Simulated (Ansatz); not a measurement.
Input and command of a plane-wave DFT calculation in Ansatz:

```yaml
crystal:
  lattice:
    - [2.8374271074, 2.8374271074, 0.0]
    - [-2.8374271074, 2.8374271074, 0.0]
    - [0.0, 0.0, 5.6748542148]
  atoms:
    - { symbol: Ge, position: [0.0, 0.0, 0.5] }
    - { symbol: Ge, position: [0.5, 0.5, 0.0] }
    - { symbol: Ge, position: [0.5, 0.0, 0.75] }
    - { symbol: Ge, position: [0.0, 0.5, 0.25] }
basis:
  ecutwfc: 420
kpoints:
  mp_grid: { grid: [10, 10, 8] }
hamiltonian:
  xc: pbesol
scf:
  occupations: { method: gaussian, width: 0.1 }
output:
  forces: true
  stress: true
  eigenvalues: true
relax:
  adjacent_minimum: "off"
  f_tol: 0.015
  max_steps: 60
  cell: { stress_tol: 0.15 }
```

```bash
ansatz run input.yaml --threads 1 --pin off --max-ram 2560MiB --backend cpu --events-out ev --progress --plain --runs-dir out
```

Processor: Arm Neoverse V2, 1 thread, on a host shared with other jobs.

Question: How long does it run, and how much memory does it take?

Answer: About 32 s on 1 thread of Arm Neoverse V2, with other jobs on the host, peak memory 0.49 GiB. It solves 34 bands at 105 k points (the mesh reduced by symmetry) with about 1787 plane waves (on the last cell), in 11 SCF iterations over 2 ionic steps.
